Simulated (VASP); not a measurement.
# ZnCu (Pm-3m) in VASP: a series of runs, part 2 of 2

VASP 6.6.1. The steps go on from the part before.

## Step 3: Band structure, PBEsol+D4 (atoms moved at random, drawn with an rms of 0.05 Å)

Contents of run.py:

```python
from ase.calculators.vasp import Vasp
from ase.dft.bandgap import bandgap
from ase.io import read

atoms = read('ZnCu.xyz')
calc = Vasp(
    directory='calc',
    xc='pbesol',
    pp='PBE',
    setups='recommended',
    prec='Accurate',
    encut=520,
    ediff=1e-07,
    ismear=0,
    sigma=0.1,
    lreal=False,
    lasph=True,
    nelm=80,
    algo='Normal',
    isif=2,
    lwave=False,
    lcharg=True,
    lmaxmix=4,
    ivdw=13,
    kpts=[9, 9, 9],
    gamma=True,
)
atoms.calc = calc

print('energy (eV):', atoms.get_potential_energy())
print('free energy (eV):', atoms.get_potential_energy(force_consistent=True))
efermi = calc.get_fermi_level()
print('Fermi level (eV):', efermi)
path = atoms.cell.bandpath(npoints=60, eps=1e-4)
print('path:', path.path)
calc.set(kpts=path.kpts, reciprocal=True, icharg=11, isym=0, lcharg=False)
calc.calculate(atoms)
print('gap on the path (eV):', bandgap(calc, efermi=efermi)[0])
print('direct gap on the path (eV):', bandgap(calc, efermi=efermi, direct=True)[0])
```

Contents of ZnCu.xyz:

```xyz
2
Lattice="2.9450000000 0.0000000000 0.0000000000 0.0000000000 2.9450000000 0.0000000000 0.0000000000 0.0000000000 2.9450000000" Properties=species:S:1:pos:R:3 pbc="T T T"
Zn     1.5051983350      1.4849897450      1.4585937100
Cu    -0.0672343500     -0.0265933500      0.0104547500
```

Potentials or basis: VASP PAW PBE potentials, release 64 (Zn, Cu).

Run with:

```sh
python run.py
```

The log of the run:

```text
energy (eV): -6.562746489999999
free energy (eV): -6.56378843
Fermi level (eV): 5.42443621
path: GXMGRX,MR
gap on the path (eV): 0.0
direct gap on the path (eV): 0.0
```

OUTCAR:

```text
ENCUT = 520.000000
   EDIFF = 1.00e-07
   GGA = PS
   PREC = Accurate
   ICHARG = 11
   ISIF = 2
   ISMEAR = 0
   ISYM = 0
   NELM = 80
   IVDW = 13
   LASPH = .TRUE.
   LREAL = .FALSE.

 ion  position               nearest neighbor table
   1  0.511  0.504  0.495-   2 2.46   2 2.49   2 2.50   2 2.53   2 2.57   2 2.60   2 2.62   2 2.65

   2  0.977  0.991  0.004-   1 2.46   1 2.49   1 2.50   1 2.53   1 2.57   1 2.60   1 2.62   1 2.65

IMPORTANT INFORMATION: All symmetrisations will be switched off!
NOSYMM: (Re-)initialisation of all symmetry stuff for point group C_1.

----------------------------------------------------------------------------------------

                                     Primitive cell

  volume of cell :      25.5421

  direct lattice vectors                    reciprocal lattice vectors
     2.945000000  0.000000000  0.000000000     0.339558574  0.000000000  0.000000000
     0.000000000  2.945000000  0.000000000     0.000000000  0.339558574  0.000000000
     0.000000000  0.000000000  2.945000000     0.000000000  0.000000000  0.339558574

  length of vectors
     2.945000000  2.945000000  2.945000000     0.339558574  0.339558574  0.339558574

  position of ions in fractional coordinates (direct lattice)
     0.511103000  0.504241000  0.495278000
     0.977170000  0.990970000  0.003550000

  ion indices of the primitive-cell ions
   primitive index   ion index
                 1           1
                 2           2

----------------------------------------------------------------------------------------

 KPOINTS: KPOINTS created by Atomic Simulation Env

Read explicit list of k-points.

 Found     60 k-points:

 Following reciprocal coordinates:
            Coordinates               Weight
  0.000000  0.000000  0.000000      0.016667
  0.000000  0.071429  0.000000      0.016667
  0.000000  0.142857  0.000000      0.016667
  0.000000  0.214286  0.000000      0.016667
  0.000000  0.285714  0.000000      0.016667
  0.000000  0.357143  0.000000      0.016667
[... 16 lines left out ...]
  0.136364  0.136364  0.000000      0.016667
  0.090909  0.090909  0.000000      0.016667
 [... further k-points ...]
   k-points           NKPTS =     60   k-points in BZ     NKDIM =     60   number of bands    NBANDS=     15
   number of dos      NEDOS =    301   number of ions     NIONS =      2
   total plane-waves  NPLWV =  13824
   dimension x,y,z NGX =    24 NGY =   24 NGZ =   24
[... 22 lines left out ...]
   POTIM  = 0.5000    time-step for ionic-motion
   TEBEG  =    0.0;   TEEND  =   0.0 temperature during run
   PSTRESS=    0.0 pullay stress
   NELECT =      23.0000    total number of electrons
   NUPDOWN=      -1.0000    fix difference up-down
   EMIN   =  10.00;   EMAX   =-10.00  energy-range for DOS
   EFERMI =   0.00;   METHOD = LEGACY
   ISMEAR =     0;   SIGMA  =   0.10  broadening in eV -4-tet -1-fermi 0-gaus
   EFERMI_NEDOS =   21; number of points for ismear=-14 and -15
   IALGO  =     38    algorithm
   IMIX   =      4    mixing-type and parameters
     AMIX     =   0.40;   BMIX     =  1.00
     AMIX_MAG =   1.60;   BMIX_MAG =  1.00
  volume/ion in A,a.u.               =      12.77        86.18
  Fermi-wavevector in a.u.,A,eV,Ry     =   1.580880  2.987429 34.003415  2.499180
  Thomas-Fermi vector in A             =   2.681040
   LORBIT       =      0    0 simple, 1 ext, 2 COOP (PROOUT), +10 PAW based schemes
   GGA     = PS    functional components
   LHFCALC =     F    Hartree Fock is set to
   AEXX    =    0.0000 exact exchange contribution
   IVDW    =    13    specifies the selected vdW correction
   LEPSILON=     F    determine dielectric tensor
   LRPA    =     F    only Hartree local field effects (RPA)
 non-spin polarized calculation
 Gauss-broadening in eV      SIGMA  =   0.10
  energy-cutoff  :      520.00
  volume of cell :       25.54
 maximum number of plane-waves:       715
 NGX is ok and might be reduce to    24

 number of electron      23.0000005 magnetization

 Free energy of the ion-electron system (eV)
  ---------------------------------------------------
  ext. energy  EPLUGINS =         0.00000000
  ---------------------------------------------------
  free energy    TOTEN  =        -4.76961661 eV

  energy without entropy =       -4.76484702  energy(sigma->0) =       -4.76723181

 E-fermi :   7.1949     XC(G=0): -12.5621

 val. band max:        7.1938129881   @ k =   0.5000   0.5000   0.1250
 cond. band min:       7.2504704682   @ k =   0.4545   0.4545   0.0000
 fundamental gap:      0.0566574801
 Fermi energy:         7.1949366005

 k-point     1 :       0.0000    0.0000    0.0000
  band No.  band energies     occupation
      1      -5.0029      2.00000
      2      -2.4650      2.00000
      3      -2.4571      2.00000
      4      -1.7704      2.00000
      5      -1.7587      2.00000
      6      -1.7575      2.00000
      7       1.7749      2.00000
      8       1.7874      2.00000
      9       2.6229      2.00000
     10       2.6230      2.00000
     11       2.6268      2.00000
     12      11.5574      0.00000
     13      11.5629      0.00000
     14      11.6117      0.00000
[... 401 lines left out ...]
      2      -2.4234      2.00000
      3      -2.4009      2.00000
      4      -1.7873      2.00000
      5      -1.7790      2.00000
      6      -1.7637      2.00000
      7       1.7788      2.00000
      8       1.7977      2.00000
      9       2.5234      2.00000
     10       2.5369      2.00000
     11       2.6101      2.00000
     12      10.3567      0.00000
     13      10.5689      0.00000
     14      12.0056      0.00000
     15      16.9854      0.00000

 [... further k-points ...]

------------------------ aborting loop because EDIFF is reached ----------------------------------------

  DFT-D4 for vdW energy calculation

  Edisp (eV):   -0.51932

  FORCE on cell =-STRESS in cart. coord.  units (eV):
  Direction    XX          YY          ZZ          XY          YZ          ZX
  --------------------------------------------------------------------------------------
  -------------------------------------------------------------------------------------
  Total       5.02597    14.50154    -3.75970     0.23515     0.53154     1.65275
  in kB     315.26433   909.63816  -235.83496    14.75016    33.34172   103.67181
  external pressure =      329.69 kB  Pullay stress =        0.00 kB

 VOLUME and BASIS-vectors are now :
 -----------------------------------------------------------------------------
  energy-cutoff  :      520.00
  volume of cell :       25.54
      direct lattice vectors                 reciprocal lattice vectors
     2.945000000  0.000000000  0.000000000     0.339558574  0.000000000  0.000000000
     0.000000000  2.945000000  0.000000000     0.000000000  0.339558574  0.000000000
     0.000000000  0.000000000  2.945000000     0.000000000  0.000000000  0.339558574

 POSITION                                       TOTAL-FORCE (eV/Angst)
 -----------------------------------------------------------------------------------
      1.50520      1.48499      1.45859        -0.382152     -0.142661      0.085400
      2.87777      2.91841      0.01045         0.382152      0.142661     -0.085400
 -----------------------------------------------------------------------------------
    total drift:                                0.015417      0.005645     -0.000582

  FREE ENERGIE OF THE ION-ELECTRON SYSTEM (eV)
  ---------------------------------------------------
  free  energy   TOTEN  =        -5.2889318969 eV

  energy  without entropy=       -5.2841623034  energy(sigma->0) =       -5.28654710
```

INCAR:

```text
ENCUT = 520.000000
SIGMA = 0.100000
EDIFF = 1.00e-07
ALGO = Normal
GGA = PS
PREC = Accurate
ICHARG = 11
ISIF = 2
ISMEAR = 0
ISYM = 0
LMAXMIX = 4
NELM = 80
IVDW = 13
LASPH = .TRUE.
LCHARG = .FALSE.
LWAVE = .FALSE.
LREAL = .FALSE.
```

Run time: 80 s. Hardware: 1 thread of Intel Xeon Platinum 8488C (Sapphire Rapids), shared host; peak memory 0.14 GiB.

What came out:

```
Band gap along the path    : none (metal or under the smearing width)
Dispersion energy per atom : -0.260 eV
```

Levels at the corners of the path, in eV from the Fermi level:
| point | band 9 | band 10 | band 11 | band 12 | band 13 | band 14 |
| --- | --- | --- | --- | --- | --- | --- |
| Γ | -2.80 | -2.80 | -2.80 | 6.13 | 6.14 | 6.19 |
| X | -3.35 | -3.33 | -2.87 | -2.07 | 11.49 | 11.59 |
| M | -2.94 | -2.56 | -1.98 | -1.95 | 1.68 | 2.02 |
| Γ | -2.80 | -2.80 | -2.80 | 6.13 | 6.14 | 6.19 |
| R | -2.54 | -2.54 | 3.71 | 3.94 | 3.97 | 4.25 |
| X | -3.35 | -3.33 | -2.87 | -2.07 | 11.49 | 11.59 |
| M | -2.94 | -2.56 | -1.98 | -1.95 | 1.68 | 2.02 |
| R | -2.54 | -2.54 | 3.71 | 3.94 | 3.97 | 4.25 |

Caveat: the log is that of the step along the path at fixed density, whose energy, stress, charges and moments have no meaning; the PAW data sets were made with another functional, which shifts forces and pressure a little; pairwise dispersion overbinds metals, which lowers pressure and volume.
